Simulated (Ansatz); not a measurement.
## SiO₂ at a changed volume: Electrostatic potentials at the Si nuclei

Cell: a COD entry, relaxed with PBE at fixed cell and then changed (volume scaled by 1.01, ions relaxed).

Space group P4_12_12 (No. 92); a = 7.4888, c = 8.6486 Å.

```csv
site,Wyckoff,site symmetry,x,y,z
Si1,4a,..2,0.4287,0.4287,0.0000
Si5,8b,1,0.3742,0.1506,0.2331
O13,8b,1,0.3698,0.3569,0.1740
O21,8b,1,0.1519,0.1281,0.2256
O29,8b,1,0.4256,0.0530,0.3945
```

One atom of each set is listed.

Method: Kohn–Sham DFT in Ansatz, PBE, plane waves and PAW, scalar-relativistic, 420 eV cutoff, Γ-centred 3×3×3 k-points, Fermi–Dirac smearing 0.02 eV.

The potential at a nucleus is that of all electrons and the other nuclei. A higher potential binds the core electrons more strongly, so differences between sites of one element are the initial-state part of core-level shifts.

Problem. Rank the Si sites by the potential at the nucleus, lowest first, and give each against the lowest.
A. Si1: 4 O at 1.62–1.66 Å
B. Si5: 4 O at 1.62–1.67 Å

Solution. A (0.00 V), B (0.15 V).

At this changed cell the PBE pressure is 6 GPa.
